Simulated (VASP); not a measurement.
Input of a VASP 6.6.1 run:

INCAR

```
SYSTEM = Li2S
ALGO = Normal
EDIFF = 1E-7
ENCUT = 520
GGA = PS
ISIF = 2
ISMEAR = 0
LASPH = .True.
LCHARG = .False.
LREAL = .False.
LWAVE = .False.
NBANDS = 13
NELM = 60
PREC = Accurate
SIGMA = 0.5
```

Contents of KPOINTS:

```
k-points
0
Gamma
  8 8 8
  0 0 0
```

Contents of POSCAR:

```
Li2S
1.0
    0.0000000000      2.8263500000      2.8263500000
    2.8263500000      0.0000000000      2.8263500000
    2.8263500000      2.8263500000      0.0000000000
Li S
2 1
Direct
    0.7500000000      0.7500000000      0.7500000000
    0.2500000000      0.2500000000      0.2500000000
    0.0000000000      0.0000000000      0.0000000000
```

Potentials or basis: VASP PAW PBE potentials, release 64 (Li_sv, S).

Launch:

```bash
$ cat potpaw_PBE.64/Li_sv/POTCAR potpaw_PBE.64/S/POTCAR > POTCAR
$ mpirun -np 1 vasp_std > vasp.out
```

Question: Predict the band gap on the k mesh.

Answer: 3.20 eV, indirect (least direct gap 4.23 eV).

 Expect the measured gap to be larger: semilocal functionals such as PBEsol lack the derivative discontinuity.
